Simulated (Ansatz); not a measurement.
# NaCl: relaxation of cell and atoms

Theory: DFT, PBE, PAW with Ansatz's default frozen-core files, scalar-relativistic (Ansatz 0.2.0).

Command: `ansatz run input.yaml --threads 1 --pin off --max-ram 3072MiB --backend cpu --events-out ev --progress --plain --runs-dir out` The run took about 100 s on 1 thread of a shared machine.

```yaml
crystal:
  lattice:
    - [4.263523569, 0.0, 0.0]
    - [-2.1317617845, 3.6923197204, 0.0]
    - [0.0, 0.0, 6.9495434174]
  atoms:
    - { symbol: Na, position: [0.3333333333, 0.6666666667, 0.0] }
    - { symbol: Na, position: [0.6666666667, 0.3333333333, 0.5] }
    - { symbol: Cl, position: [0.3333333333, 0.6666666667, 0.376] }
    - { symbol: Cl, position: [0.6666666667, 0.3333333333, 0.876] }
kpoints:
  mp_grid: { grid: [10, 10, 6] }
scf:
  occupations: { method: fermi_dirac, width: 0.03 }
hamiltonian:
  xc: pbe
  pseudopotentials: { kind: paw }
output:
  forces: true
  stress: true
relax:
  f_tol: 0.005
  max_steps: 80
  cell: {}
```

The cell is built from the wurtzite type as a first guess.

The cutoff is 420 eV; energies and pressures of the walk include the program's estimate of the Pulay term.

Each frame lists the cell vectors (Å), then Cartesian positions (Å) and forces (eV/Å). Free energies count from the first step, -5138.7793 eV.

The walk took 13 evaluations in all; steps that aren't listed are left out.

Step 1: E = 0.0 meV, P = 2.39 GPa

```
cell 4.2635 0.0000 0.0000 -2.1318 3.6923 0.0000 0.0000 0.0000 6.9495
Na    0.0000    2.4615    0.0000     0.000   0.000  -0.016
Na    2.1318    1.2308    3.4748     0.000   0.000  -0.016
Cl    0.0000    2.4615    2.6130     0.000   0.000   0.016
Cl    2.1318    1.2308    6.0878     0.000   0.000   0.016
```

Step 2: E = -68.0 meV, P = 1.04 GPa

```
cell 4.3560 0.0000 0.0000 -2.1780 3.7724 0.0000 0.0000 0.0000 7.0417
Na    0.0000    2.5149   -0.0072     0.000   0.000  -0.017
Na    2.1780    1.2575    3.5136     0.000   0.000  -0.017
Cl    0.0000    2.5149    2.6549     0.000   0.000   0.017
Cl    2.1780    1.2575    6.1757     0.000   0.000   0.017
```

Step 3: E = -89.9 meV, P = 0.13 GPa

```
cell 4.4446 0.0000 0.0000 -2.2223 3.8491 0.0000 0.0000 0.0000 7.0850
Na    0.0000    2.5661   -0.0215     0.000   0.000  -0.010
Na    2.2223    1.2830    3.5210     0.000   0.000  -0.010
Cl    0.0000    2.5661    2.6855     0.000   0.000   0.010
Cl    2.2223    1.2830    6.2279     0.000   0.000   0.010
```

Step 4:

```
cell 4.4943 0.0000 0.0000 -2.2472 3.8922 0.0000 0.0000 0.0000 6.9658
Na    0.0000    2.5948   -0.0493
Na    2.2472    1.2974    3.4336
Cl    0.0000    2.5948    2.6684
Cl    2.2472    1.2974    6.1514
```

Step 5: E = -94.6 meV, P = -0.07 GPa

```
cell 4.5330 0.0000 0.0000 -2.2665 3.9257 0.0000 0.0000 0.0000 6.8392
Na    0.0000    2.6171   -0.0745     0.000   0.000  -0.007
Na    2.2665    1.3086    3.3451     0.000   0.000  -0.007
Cl    0.0000    2.6171    2.6460     0.000   0.000   0.007
Cl    2.2665    1.3086    6.0656     0.000   0.000   0.007
```

Step 6: E = -98.0 meV, P = -0.12 GPa

```
cell 4.5927 0.0000 0.0000 -2.2963 3.9774 0.0000 0.0000 0.0000 6.5993
Na    0.0000    2.6516   -0.1218     0.000   0.000  -0.023
Na    2.2963    1.3258    3.1779     0.000   0.000  -0.023
Cl    0.0000    2.6516    2.6031     0.000   0.000   0.023
Cl    2.2963    1.3258    5.9028     0.000   0.000   0.023
```

Step 7: E = -114.5 meV, P = -0.25 GPa

```
cell 4.6718 0.0000 0.0000 -2.3359 4.0459 0.0000 0.0000 0.0000 6.2655
Na    0.0000    2.6972   -0.1880     0.000   0.000  -0.070
Na    2.3359    1.3486    2.9448     0.000   0.000  -0.070
Cl    0.0000    2.6972    2.5438     0.000   0.000   0.070
Cl    2.3359    1.3486    5.6765     0.000   0.000   0.070
```

Step 8: E = -163.6 meV, P = -0.31 GPa

```
cell 4.7351 0.0000 0.0000 -2.3675 4.1007 0.0000 0.0000 0.0000 5.9215
Na    0.0000    2.7338   -0.2694     0.000   0.000  -0.102
Na    2.3675    1.3669    2.6914     0.000   0.000  -0.102
Cl    0.0000    2.7338    2.4958     0.000   0.000   0.102
Cl    2.3675    1.3669    5.4566     0.000   0.000   0.102
```

Step 9: E = -202.3 meV, P = -0.05 GPa

```
cell 4.7625 0.0000 0.0000 -2.3812 4.1244 0.0000 0.0000 0.0000 5.6870
Na    0.0000    2.7496   -0.3481     0.000   0.000  -0.010
Na    2.3812    1.3748    2.4954     0.000   0.000  -0.010
Cl    0.0000    2.7496    2.4865     0.000   0.000   0.010
Cl    2.3812    1.3748    5.3300     0.000   0.000   0.010
```

Step 10: E = -202.6 meV, P = -0.01 GPa

```
cell 4.7674 0.0000 0.0000 -2.3837 4.1287 0.0000 0.0000 0.0000 5.6641
Na    0.0000    2.7524   -0.3510     0.000   0.000  -0.001
Na    2.3837    1.3762    2.4811     0.000   0.000  -0.001
Cl    0.0000    2.7524    2.4807     0.000   0.000   0.001
Cl    2.3837    1.3762    5.3127     0.000   0.000   0.001
```

Step 11: E = -206.8 meV, P = 0.08 GPa (the cell of the step before, solved again on a basis chosen afresh, hence the jump)

Q: Give the energy and forces of step 4.

A: E = -93.1 meV, P = -0.01 GPa
```
Na    0.0000    2.5948   -0.0493     0.000   0.000  -0.004
Na    2.2472    1.2974    3.4336     0.000   0.000  -0.004
Cl    0.0000    2.5948    2.6684     0.000   0.000   0.004
Cl    2.2472    1.2974    6.1514     0.000   0.000   0.004
```

Q: How does the relaxation end?

A: It converges, with a = 4.779 Å, b = 4.779 Å, c = 5.658 Å, α = 90.00°, β = 90.00°, γ = 120.00° (conventional cell, space group P6_3/mmc). The last solve (on a basis chosen afresh for the final cell, so its energy is not quite comparable) gives E = -207.0 meV, P = 0.01 GPa:
```
cell 4.7790 0.0000 0.0000 -2.3895 4.1387 0.0000 0.0000 0.0000 5.6583
Na    0.0000    2.7591   -0.3508     0.000   0.000   0.000
Na    2.3895    1.3796    2.4784     0.000   0.000   0.000
Cl    0.0000    2.7591    2.4783     0.000   0.000   0.000
Cl    2.3895    1.3796    5.3075     0.000   0.000   0.000
```
